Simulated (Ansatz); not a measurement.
## O-17 NMR of the central transition in SnO

Cell: a structure deposited in the COD, its atoms then relaxed with PBE in this cell.

```yaml
crystal:
  lattice:
    - [2.50000, -2.86000, 0.00000]
    - [2.50000, 2.86000, 0.00000]
    - [0.00000, 0.00000, 11.12000]
  atoms:
    - { symbol: Sn, position: [0.00006, 0.99994, 0.98582] }
    - { symbol: Sn, position: [0.99994, 0.00006, 0.48582] }
    - { symbol: Sn, position: [0.49968, 0.50032, 0.27117] }
    - { symbol: Sn, position: [0.50032, 0.49968, 0.77117] }
    - { symbol: O, position: [0.99981, 0.50000, 0.37851] }
    - { symbol: O, position: [0.00019, 0.50000, 0.87851] }
    - { symbol: O, position: [0.50000, 0.00019, 0.37851] }
    - { symbol: O, position: [0.50000, 0.99981, 0.87851] }
```

Atom numbers follow the list; atoms alike are taken as one site, whose name carries the number of the first.

Level of theory: DFT, PBE, plane waves and PAW, with spin–orbit coupling, 420 eV cutoff, Γ-centred 8×8×3 k-points, Fermi–Dirac smearing 0.02 eV (Ansatz 0.2.0).

O-17 has I = 5/2 and Q = -25.58 mb (Pyykkö 2018); at 18.8 T its Larmor frequency is ν₀ = 108.6 MHz. Only the quadrupole interaction is simulated: positions count from each site's isotropic chemical shift, and J coupling is left out, as are shift anisotropy and dipolar coupling, which fast spinning averages.

Problem. Simulate the second-order pattern (fast magic-angle spinning, Gaussian broadening 0.03 kHz) of site O (4 Sn at 2.24 Å).

Solution. The calculation gives C_Q = 3.12 MHz and η = 0.42, so ν_Q = 0.467 MHz and the centre of gravity lies at -5.23 ppm (-0.568 kHz).

```tsv
offset (kHz)	height
-1.453	0
-1.415	0
-1.377	5
-1.340	8
-1.302	8
-1.264	8
-1.226	9
-1.188	9
-1.151	9
-1.113	9
-1.075	11
-1.037	25
-1.000	32
-0.962	35
-0.924	37
-0.886	41
-0.848	46
-0.811	57
-0.773	98
-0.735	91
-0.697	73
-0.660	67
-0.622	64
-0.584	63
-0.546	64
-0.508	66
-0.471	70
-0.433	79
-0.395	100
-0.357	87
-0.320	70
-0.282	62
-0.244	56
-0.206	52
-0.169	49
-0.131	46
-0.093	42
-0.055	12
-0.017	0
0.020	0
```

At this cell the PBE pressure is 2.0 GPa (principal stresses up to 13 GPa in size), so it isn't the equilibrium cell of PBE. The entry's cell may itself be off. The database positions were far from equilibrium, so the relaxed structure may not be the compound's real one.
